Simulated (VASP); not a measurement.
# InP (F-43m) in VASP: notebook

Runs on InP. Level: PBE. Tasks: dielectric tensor.

Program: VASP 6.6.1. These are calculated values, not measurements. Logs are shortened: lines on timing, memory, paths and dates and some standing lists are left out, and cuts for length are marked.

## (1) The crystal as given

It takes space group F-43m (No. 216, cubic). Conventional cell: a = 5.861 Å, b = 5.861 Å, c = 5.861 Å, α = 90.00°, β = 90.00°, γ = 90.00°. In (site symmetry -43m) has 4 P at 2.54 Å as nearest neighbours. P (site symmetry -43m) is surrounded by 4 In at 2.54 Å.

## (2) Dielectric tensor, PBE

INCAR reads:

```
SYSTEM = InP
PREC = Accurate
ENCUT = 300
EDIFF = 1E-8
ISMEAR = 0
SIGMA = 0.01
LREAL = .False.
LASPH = .True.
NELM = 100
ALGO = Normal
ISIF = 2
LWAVE = .False.
LCHARG = .False.
GGA = PE
LEPSILON = .True.
```

KPOINTS reads:

```
regular mesh
0
Gamma
  5 5 5
  0 0 0
```

POSCAR reads:

```
InP
1.0
    0.0000000000      2.9305000000      2.9305000000
    2.9305000000      0.0000000000      2.9305000000
    2.9305000000      2.9305000000      0.0000000000
In P
1 1
Direct
    0.0000000000      0.0000000000      0.0000000000
    0.7500000000      0.7500000000      0.7500000000
```

Potentials or basis: VASP PAW PBE potentials, release 64 (In_d, P).

On the command line:

```bash
> cat potpaw_PBE.64/In_d/POTCAR potpaw_PBE.64/P/POTCAR > POTCAR
> mpirun -np 1 vasp_std > vasp.out
```

OUTCAR:

```text
SYSTEM = InP
   PREC = Accurate
   ENCUT = 300
   EDIFF = 1E-8
   ISMEAR = 0
   LREAL = .False.
   LASPH = .True.
   NELM = 100
   ISIF = 2
   GGA = PE
   LEPSILON = .True.

 Found     10 irreducible k-points:

 Following reciprocal coordinates:
            Coordinates               Weight
  0.000000  0.000000  0.000000      1.000000
  0.200000  0.000000  0.000000      8.000000
  0.400000  0.000000  0.000000      8.000000
  0.200000  0.200000  0.000000      6.000000
  0.400000  0.200000  0.000000     24.000000
 -0.400000  0.200000  0.000000     24.000000
   k-points           NKPTS =     10   k-points in BZ     NKDIM =     10   number of bands    NBANDS=     13
   number of dos      NEDOS =    301   number of ions     NIONS =      2
   total plane-waves  NPLWV =  13824
   dimension x,y,z NGX =    24 NGY =   24 NGZ =   24
   dimension x,y,z NGXF=    48 NGYF=   48 NGZF=   48
   ions per type =               1   1
   NGX,Y,Z   is equivalent  to a cutoff of   9.63,  9.63,  9.63 a.u.
   NGXF,Y,Z  is equivalent  to a cutoff of  19.25, 19.25, 19.25 a.u.
 SYSTEM =  InP
   PREC   = accura    normal or accurate (medium, high low for compatibility)
   ISTART =      0    job   : 0-new  1-cont  2-samecut
   ICHARG =      2    charge: 1-file 2-atom 10-const
   ISPIN  =      1    spin polarized calculation?
   LNONCOLLINEAR =      F non collinear calculations
   LSORBIT =      F    spin-orbit coupling
   LASPH  =      T    aspherical Exc in radial PAW
   ENCUT  =  300.0 eV  22.05 Ry    4.70 a.u.   5.85  5.85  5.85*2*pi/ulx,y,z
   NELM   =    100;   NELMIN=  2; NELMDL= -5     # of ELM steps
   EDIFF  = 0.1E-07   stopping-criterion for ELM
   LREAL  =      F    real-space projection
   EDIFFG = 0.1E-06   stopping-criterion for IOM
   NSW    =      0    number of steps for IOM
   IBRION =     -1    ionic relax: 0-MD 1-quasi-New 2-CG
   NFREE  =      0    steps in history (QN), initial steepest desc. (CG)
   ISIF   =      2    stress and relaxation
   ISYM   =      2    0-nonsym 1-usesym 2-fastsym
   POTIM  = 0.5000    time-step for ionic-motion
   TEBEG  =    0.0;   TEEND  =   0.0 temperature during run
   PSTRESS=    0.0 pullay stress
   NELECT =      18.0000    total number of electrons
   NUPDOWN=      -1.0000    fix difference up-down
   EMIN   =  10.00;   EMAX   =-10.00  energy-range for DOS
   EFERMI =   0.00;   METHOD = LEGACY
   ISMEAR =     0;   SIGMA  =   0.01  broadening in eV -4-tet -1-fermi 0-gaus
   EFERMI_NEDOS =   21; number of points for ismear=-14 and -15
   IALGO  =     38    algorithm
[... 148 lines left out ...]
      0.00000      0.00000      0.00000         0.000000     -0.000000     -0.000000
      4.39575      4.39575      4.39575        -0.000000      0.000000      0.000000
 -----------------------------------------------------------------------------------
    total drift:                               -0.000002     -0.000002     -0.000002

  FREE ENERGIE OF THE ION-ELECTRON SYSTEM (eV)
  ---------------------------------------------------
  free  energy   TOTEN  =        -8.3447472574 eV

  energy  without entropy=       -8.3447472574  energy(sigma->0) =       -8.34474726

 HEAD OF MICROSCOPIC STATIC DIELECTRIC TENSOR (INDEPENDENT PARTICLE, excluding Hartree and local field effects)
 ------------------------------------------------------
          29.067515     0.000000    -0.000000
           0.000000    29.067515     0.000000
          -0.000000     0.000000    29.067515
 ------------------------------------------------------

 Free energy of the ion-electron system (eV)
  ---------------------------------------------------
  ---------------------------------------------------
  free energy    TOTEN  =        -4.08238656 eV

  energy without entropy =       -4.08238656

------------------------ aborting loop because EDIFF is reached ----------------------------------------

--------------------------------------- Ionic step        2  -------------------------------------------

------------------------ aborting loop because EDIFF is reached ----------------------------------------

--------------------------------------- Ionic step        3  -------------------------------------------

 Free energy of the ion-electron system (eV)
  ---------------------------------------------------
  ---------------------------------------------------
  free energy    TOTEN  =        -4.08238633 eV

  energy without entropy =       -4.08238633

------------------------ aborting loop because EDIFF is reached ----------------------------------------

 PIEZOELECTRIC TENSOR FIELD DIRECTION 3  (e Angst)
 -----------------------------------------------------------------------------
     0.00017  3.49313  0.00000           (  0.00000  0.02281  0.00000)
     3.49313  0.00017  0.00000           (  0.02281  0.00000  0.00000)
     0.00000  0.00000 -0.00139           (  0.00000  0.00000 -0.00000)

 PIEZOELECTRIC TENSOR FIELD DIRECTION 3  (C/m^2)
 -----------------------------------------------------------------------------
     0.00005  1.11191  0.00000
     1.11191  0.00005  0.00000
     0.00000  0.00000 -0.00044

 MACROSCOPIC STATIC DIELECTRIC TENSOR (including local field effects in DFT)
 ------------------------------------------------------
          28.832056     0.000000     0.000000
           0.000000    28.832056     0.000000
           0.000000    -0.000000    28.832056
 ------------------------------------------------------

 PIEZOELECTRIC TENSOR (including local field effects)  for field in x, y, z        (e  Angst)
          XX          YY          ZZ          XY          YZ          ZX
  --------------------------------------------------------------------------------
  x    -0.00000     0.00000    -0.00000     0.00000     3.51693     0.00000
  y     0.00000     0.00000     0.00000    -0.00000    -0.00000     3.51693
  z     0.00000     0.00000     0.00000     3.51693    -0.00000     0.00000

 PIEZOELECTRIC TENSOR (including local field effects)  for field in x, y, z        (C/m^2)
          XX          YY          ZZ          XY          YZ          ZX
  --------------------------------------------------------------------------------
  x    -0.00000     0.00000    -0.00000     0.00000     1.11949     0.00000
  y     0.00000     0.00000     0.00000    -0.00000    -0.00000     1.11949
  z     0.00000     0.00000     0.00000     1.11949    -0.00000     0.00000

 BORN EFFECTIVE CHARGES (including local field effects) (in |e|, cummulative output)
 ---------------------------------------------------------------------------------
 ion    1
    1     3.10610     0.00000     0.00000
    2     0.00000     3.10610     0.00000
    3    -0.00000     0.00000     3.10610
 ion    2
    1    -3.10610    -0.00000    -0.00000
    2     0.00000    -3.10610     0.00000
    3     0.00000    -0.00000    -3.10610
```

It took 31 s on 1 thread of Intel Xeon 6975P-C (Granite Rapids), shared host; peak memory 0.15 GiB.

These settings aren't checked as converged: the numbers below hold their error.

Results:

- Band gap on the k mesh: 0.70 eV, direct
- Electronic dielectric tensor (diagonal): 28.83
- Born charges (mean of the diagonal): In +3.11; P -3.11 e

Caveat: spin-orbit coupling is left out, which moves the levels of the heavy elements.

## (3) Dielectric tensor, PBE

INCAR, as its differences from that of step 2:

```diff
@@ -2,3 +2,3 @@
 PREC = Accurate
-ENCUT = 300
+ENCUT = 400
 EDIFF = 1E-8
```

KPOINTS is that of step 2.

POSCAR is that of step 2.

Potentials or basis: VASP PAW PBE potentials, release 64 (In_d, P).

On the command line:

```bash
> cat potpaw_PBE.64/In_d/POTCAR potpaw_PBE.64/P/POTCAR > POTCAR
> mpirun -np 1 vasp_std > vasp.out
```

OUTCAR:

```text
SYSTEM = InP
   PREC = Accurate
   ENCUT = 400
   EDIFF = 1E-8
   ISMEAR = 0
   LREAL = .False.
   LASPH = .True.
   NELM = 100
   ISIF = 2
   GGA = PE
   LEPSILON = .True.

 Found     10 irreducible k-points:

 Following reciprocal coordinates:
            Coordinates               Weight
  0.000000  0.000000  0.000000      1.000000
  0.200000  0.000000  0.000000      8.000000
  0.400000  0.000000  0.000000      8.000000
  0.200000  0.200000  0.000000      6.000000
  0.400000  0.200000  0.000000     24.000000
 -0.400000  0.200000  0.000000     24.000000
   k-points           NKPTS =     10   k-points in BZ     NKDIM =     10   number of bands    NBANDS=     13
   number of dos      NEDOS =    301   number of ions     NIONS =      2
   total plane-waves  NPLWV =  21952
   dimension x,y,z NGX =    28 NGY =   28 NGZ =   28
   dimension x,y,z NGXF=    56 NGYF=   56 NGZF=   56
   ions per type =               1   1
   NGX,Y,Z   is equivalent  to a cutoff of  11.23, 11.23, 11.23 a.u.
   NGXF,Y,Z  is equivalent  to a cutoff of  22.46, 22.46, 22.46 a.u.
 SYSTEM =  InP
   PREC   = accura    normal or accurate (medium, high low for compatibility)
   ISTART =      0    job   : 0-new  1-cont  2-samecut
   ICHARG =      2    charge: 1-file 2-atom 10-const
[... 208 lines left out ...]
  ---------------------------------------------------
  free energy    TOTEN  =        -4.06014413 eV

  energy without entropy =       -4.06014413

------------------------ aborting loop because EDIFF is reached ----------------------------------------

 PIEZOELECTRIC TENSOR FIELD DIRECTION 3  (e Angst)
 -----------------------------------------------------------------------------
     0.00009  3.49060  0.00000           (  0.00000  0.02240  0.00000)
     3.49060  0.00009  0.00000           (  0.02240  0.00000  0.00000)
     0.00000  0.00000 -0.00130           (  0.00000  0.00000 -0.00000)

 PIEZOELECTRIC TENSOR FIELD DIRECTION 3  (C/m^2)
 -----------------------------------------------------------------------------
     0.00003  1.11111  0.00000
     1.11111  0.00003  0.00000
     0.00000  0.00000 -0.00041

 MACROSCOPIC STATIC DIELECTRIC TENSOR (including local field effects in DFT)
 ------------------------------------------------------
          28.655511    -0.000000    -0.000000
          -0.000000    28.655511    -0.000000
          -0.000000     0.000000    28.655511
 ------------------------------------------------------

 PIEZOELECTRIC TENSOR (including local field effects)  for field in x, y, z        (e  Angst)
          XX          YY          ZZ          XY          YZ          ZX
  --------------------------------------------------------------------------------
  x     0.00000     0.00000     0.00000    -0.00000     3.51434    -0.00000
  y     0.00000     0.00000     0.00000     0.00000    -0.00000     3.51434
  z     0.00000     0.00000     0.00000     3.51434     0.00000     0.00000

 PIEZOELECTRIC TENSOR (including local field effects)  for field in x, y, z        (C/m^2)
          XX          YY          ZZ          XY          YZ          ZX
  --------------------------------------------------------------------------------
  x     0.00000     0.00000     0.00000    -0.00000     1.11866    -0.00000
  y     0.00000     0.00000     0.00000     0.00000    -0.00000     1.11866
  z     0.00000     0.00000     0.00000     1.11866     0.00000     0.00000

 BORN EFFECTIVE CHARGES (including local field effects) (in |e|, cummulative output)
 ---------------------------------------------------------------------------------
 ion    1
    1     3.10949     0.00000     0.00000
    2     0.00000     3.10949     0.00000
    3    -0.00000     0.00000     3.10949
 ion    2
    1    -3.10949    -0.00000    -0.00000
    2    -0.00000    -3.10949    -0.00000
    3     0.00000     0.00000    -3.10949
```

OSZICAR:

```text
N       E                     dE             d eps       ncg     rms          rms(c)
[... 12 lines left out ...]
RMM:   8    -0.406013319323E+01   -0.34842E-03   -0.25765E-04  1291   0.334E-02    0.895E-03
RMM:   9    -0.406010561826E+01    0.27575E-04    0.46038E-05  1383   0.114E-02    0.559E-03
RMM:  10    -0.406018758771E+01   -0.81969E-04    0.70566E-05  1316   0.425E-03    0.119E-03
RMM:  11    -0.406015565682E+01    0.31931E-04    0.73186E-06  1389   0.188E-03    0.139E-03
RMM:  12    -0.406015270183E+01    0.29550E-05   -0.10346E-05  1308   0.603E-04    0.831E-04
RMM:  13    -0.406014670717E+01    0.59947E-05   -0.78123E-07  1271   0.256E-04    0.389E-04
RMM:  14    -0.406014481901E+01    0.18882E-05   -0.45000E-07   943   0.105E-04    0.778E-05
RMM:  15    -0.406014439191E+01    0.42709E-06   -0.34178E-08   502   0.655E-05    0.370E-05
RMM:  16    -0.406014412792E+01    0.26399E-06    0.41713E-08   302   0.563E-05    0.829E-06
```

Wall time 56 s (1 thread of Intel Xeon 6975P-C (Granite Rapids), shared host); peak memory 0.17 GiB.

The run converged, but some of its settings lie outside the range that counts as converged, so its numbers aren't taken as properties of the crystal.

What came out:

```
Band gap on the k mesh                  : 0.71 eV, direct
Electronic dielectric tensor (diagonal) : 28.66
Born charges (mean of the diagonal)     : In +3.11; P -3.11 e
```

Caveat: spin-orbit coupling is left out, which moves the levels of the heavy elements.

(Continued in part 2 of 3.)
